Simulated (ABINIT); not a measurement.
Planning a run of ABINIT 10.8.3 on GaAs (F-43m). The input:

```
acell 3*1.0 Angstrom
rprim 
  0.000000000000 2.826850000000 2.826850000000
  2.826850000000 0.000000000000 2.826850000000
  2.826850000000 2.826850000000 0.000000000000
ntypat 2
znucl 31 33
natom 2
typat 1 2
xred 
  0.000000000000 0.000000000000 0.000000000000
  0.250000000000 0.250000000000 0.250000000000
pp_dirpath "pseudos"
pseudos "Ga.upf, As.upf"
ecut 45
ngkpt 4 4 4
nshiftk 1
shiftk 0 0 0
kptopt 1
chksymbreak 0
istwfk *1
occopt 1
irdwfk 1
optdriver 4
nband 56
gwcalctyp 28
ecutsigx 45
symsigma 0
nkptgw 8
kptgw 
  0.0000000000 0.0000000000 0.0000000000
  0.2500000000 0.0000000000 0.0000000000
  0.5000000000 0.0000000000 0.0000000000
  0.2500000000 0.2500000000 0.0000000000
  0.5000000000 0.2500000000 0.0000000000
  -0.2500000000 0.2500000000 0.0000000000
  0.5000000000 0.5000000000 0.0000000000
  -0.2500000000 0.5000000000 0.2500000000
bdgw 
  20 32
  20 32
  20 32
  20 32
  20 32
  20 32
  20 32
  20 32
ecuteps 4
irdscr 1
ppmodel 1
rhoqpmix 0.3
indata_prefix "in"
outdata_prefix "out"
tmpdata_prefix "tmp"
```

```sh
OMP_NUM_THREADS=1 mpirun -n 4 abinit run.abi > log
```

Question: Estimate wall time and host memory on 4 MPI ranks of Arm Neoverse V2, shared host.

It took 85 s; on shared hardware allow 43 s to 2.8 min. Peak host memory was 1.4 GiB.

[Paths, hosts, dates, memory and timing lines, banners, echoed tables and standing remarks are left out of the program output.]

[Logs are printed without paths, hosts, clocks, repeated set-up lines and the standing remarks that a program may print on its own settings, such as how far it seeks lower states.]

[Runs of the session that timed out or met a known fault of the program may be left out.]

[Hosts, paths, dates, database ids (printed as entryN), source tags and the programs' standing remarks are cut or masked in the printed files.]

[G0W0 gaps are taken among the corrected bands and points alone; a level outside them can change the order at an edge.]

[Where Ansatz stands beside ABINIT at settings called matched, ABINIT's density can come from a denser mesh and the files from another edition; pairs whose starting gaps differed by over 0.03 eV were left out, so agreement reads better than it is.]
